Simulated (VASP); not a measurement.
# CdS (Fm-3m) in VASP: notebook, part 2 of 2

VASP 6.6.1. The steps go on from the part before.

**3. Single point, PBE (strain -0.050 along x and y, +0.025 along z, atoms carried along)**

INCAR reads:

```
SYSTEM = CdS
PREC = Accurate
ENCUT = 520
EDIFF = 1E-6
ISMEAR = 0
SIGMA = 0.03
LREAL = .FALSE.
LASPH = .TRUE.
NELM = 60
ALGO = Fast
ISIF = 2
LWAVE = .FALSE.
LCHARG = .TRUE.
GGA = PE
LELF = .TRUE.
LVHAR = .TRUE.
NBANDS = 16
```

KPOINTS reads:

```
Automatic mesh
0
G
  10 10 10
  0 0 0
```

POSCAR reads:

```
CdS
1.0
    0.0000000000      2.6155818000      2.8220751000
    2.6155818000      0.0000000000      2.8220751000
    2.6155818000      2.6155818000      0.0000000000
Cd S
1 1
Direct
    0.0000000000      0.0000000000      0.0000000000
    0.5000000000      0.5000000000      0.5000000000
```

Potentials or basis: VASP PAW PBE potentials, release 64 (Cd, S).

Command:

```console
$ cat potpaw_PBE.64/Cd/POTCAR potpaw_PBE.64/S/POTCAR > POTCAR
$ mpirun -np 1 vasp_std > vasp.out
```

OUTCAR:

```text
SYSTEM = CdS
   PREC = Accurate
   ENCUT = 520
   EDIFF = 1E-6
   ISMEAR = 0
   LREAL = .FALSE.
   LASPH = .TRUE.
   NELM = 60
   ISIF = 2
   GGA = PE

 ion  position               nearest neighbor table
   1  0.000  0.000  0.000-   2 2.62   2 2.62   2 2.62   2 2.62   2 2.82   2 2.82
   2  0.500  0.500  0.500-   1 2.62   1 2.62   1 2.62   1 2.62   1 2.82   1 2.82

  LATTYP: Found a body centered tetragonal cell.
 ALAT       =     3.6989912551
 C/A-ratio  =     1.5258620015

  Lattice vectors:

 A1 = (  -2.6155818000,   0.0000000000,   2.8220751000)
[... 646 lines left out ...]

  FORCE on cell =-STRESS in cart. coord.  units (eV):
  Direction    XX          YY          ZZ          XY          YZ          ZX
  --------------------------------------------------------------------------------------
  -------------------------------------------------------------------------------------
  Total        2.5070447      2.5070447      0.5244689      0.0000000      0.0000000      0.0000000
  in kB      104.0249433    104.0249433     21.7618176      0.0000000      0.0000000      0.0000000
  external PRESSURE =      76.6039014 kB  Pullay stress =       0.0000000 kB

 VOLUME and BASIS-vectors are now :
 -----------------------------------------------------------------------------
  energy-cutoff  :      520.00
  volume of cell :       38.61
      direct lattice vectors                 reciprocal lattice vectors
     0.000000000  2.615581800  2.822075100    -0.191162058  0.191162058  0.177174590
     2.615581800  0.000000000  2.822075100     0.191162058 -0.191162058  0.177174590
     2.615581800  2.615581800  0.000000000     0.191162058  0.191162058 -0.177174590

 POSITION                                       TOTAL-FORCE (eV/Angst)
 -----------------------------------------------------------------------------------
      0.00000      0.00000      0.00000        -0.000000      0.000000      0.000000
      2.61558      2.61558      2.82208         0.000000     -0.000000     -0.000000
 -----------------------------------------------------------------------------------
    total drift:                               -0.000000      0.000000      0.000000

  FREE ENERGIE OF THE ION-ELECTRON SYSTEM (eV)
  ---------------------------------------------------
  free  energy   TOTEN  =        -5.7663167131 eV

  energy  without entropy=       -5.7662078745  energy(sigma->0) =       -5.76626229
```

OSZICAR:

```text
N       E                     dE             d eps       ncg     rms          rms(c)
DAV:   1     0.107566178111E+03    0.10757E+03   -0.94743E+03  3416   0.107E+03
DAV:   2    -0.258715766912E+01   -0.11015E+03   -0.10265E+03  3952   0.257E+02
DAV:   3    -0.631913879299E+01   -0.37320E+01   -0.37244E+01  3952   0.494E+01
DAV:   4    -0.633648089497E+01   -0.17342E-01   -0.17340E-01  4072   0.336E+00
DAV:   5    -0.633663451748E+01   -0.15362E-03   -0.15362E-03  4048   0.306E-01    0.887E+00
RMM:   6    -0.579771122598E+01    0.53892E+00   -0.67488E-01  3350   0.506E+00    0.736E+00
RMM:   7    -0.576820966538E+01    0.29502E-01   -0.13920E-01  3420   0.214E+00    0.330E+00
RMM:   8    -0.576615790313E+01    0.20518E-02   -0.96158E-03  3690   0.956E-01    0.758E-01
RMM:   9    -0.576625952093E+01   -0.10162E-03   -0.17490E-03  3760   0.355E-01    0.135E-01
RMM:  10    -0.576629529864E+01   -0.35778E-04   -0.20544E-04  3860   0.107E-01    0.544E-02
RMM:  11    -0.576631589269E+01   -0.20594E-04   -0.54090E-05  3704   0.606E-02    0.226E-02
RMM:  12    -0.576631671312E+01   -0.82043E-06   -0.96396E-06  3530   0.235E-02
   1 F= -.57663167E+01 E0= -.57662623E+01  d E =-.108839E-03
```

It took 58 s on 1 thread of Intel Xeon Platinum 8259CL at 2.50GHz (Skylake/Cascade Lake), shared host; peak memory 0.2 GiB.

Results:

```
Free energy            : -5.7663 eV
Pressure               : 7.7 GPa
Band gap on the k mesh : none (metal or under the smearing width)
```

**4. Single point, PBE (strain +0.050 along x and y, +0.050 along z, atoms carried along)**

INCAR reads:

```
SYSTEM = CdS
ALGO = Normal ; EDIFF = 1E-6
ENCUT = 520 ; GGA = PE
ISIF = 2 ; ISMEAR = 0
LASPH = .True. ; LCHARG = .False.
LREAL = .False. ; LWAVE = .False.
NBANDS = 16 ; NELM = 60
PREC = Accurate ; SIGMA = 0.03
```

KPOINTS reads:

```
k-points
0
Gamma
  10 10 10
  0 0 0
```

POSCAR reads:

```
CdS
1.0
    0.0000000000      2.8909062000      2.8909062000
    2.8909062000      0.0000000000      2.8909062000
    2.8909062000      2.8909062000      0.0000000000
Cd S
1 1
Direct
    0.0000000000      0.0000000000      0.0000000000
    0.5000000000      0.5000000000      0.5000000000
```

Command:

```console
$ cat potpaw_PBE.64/Cd/POTCAR potpaw_PBE.64/S/POTCAR > POTCAR
$ mpirun -np 1 vasp_std > vasp.out
```

It took 30 s on 1 thread of Intel Xeon Platinum 8259CL at 2.50GHz (Skylake/Cascade Lake), shared host; peak memory 0.18 GiB.

The run converged. Its results:

```yaml
Free_energy: -5.7006 eV
Pressure: -7.5 GPa
Band_gap_on_the_k_mesh: 0.18 eV, indirect (least direct gap 0.70 eV)
```

Levels at points of the mesh, in eV from the valence-band top:
```csv
k point,band 5,band 6,band 7,band 8,band 9,band 10,band 11,band 12,band 13,band 14
"(0.00, 0.00, 0.00)",-7.41,-7.41,-0.47,-0.47,-0.47,0.23,9.13,9.13,9.13,10.33
"(0.50, 0.00, 0.00)",-7.29,-7.29,-4.11,-0.03,-0.03,3.57,5.47,5.92,5.92,11.54
"(0.50, 0.50, 0.00)",-7.25,-6.83,-3.25,-1.57,-1.57,0.18,6.22,8.76,10.03,10.03
```

A k mesh can miss the band edges.

**5. Summary**

| cell | gap on the mesh (eV) | pressure (GPa) |
| --- | --- | --- |
| strain -0.025 along x and y, -0.025 along z, atoms carried along | 0.24 | 6.4 |
| strain -0.050 along x and y, +0.025 along z, atoms carried along | none | 7.7 |
| strain +0.050 along x and y, +0.050 along z, atoms carried along | 0.18 | -7.5 |

Alike in all rows: task single point; level PBE; potentials or basis VASP PAW PBE potentials, release 64 (Cd, S); no spin polarisation; k mesh 10 × 10 × 10; cutoff (eV) 520; smearing gaussian 0.03 eV.

Absolute energies hang on the potentials; compare differences alone.
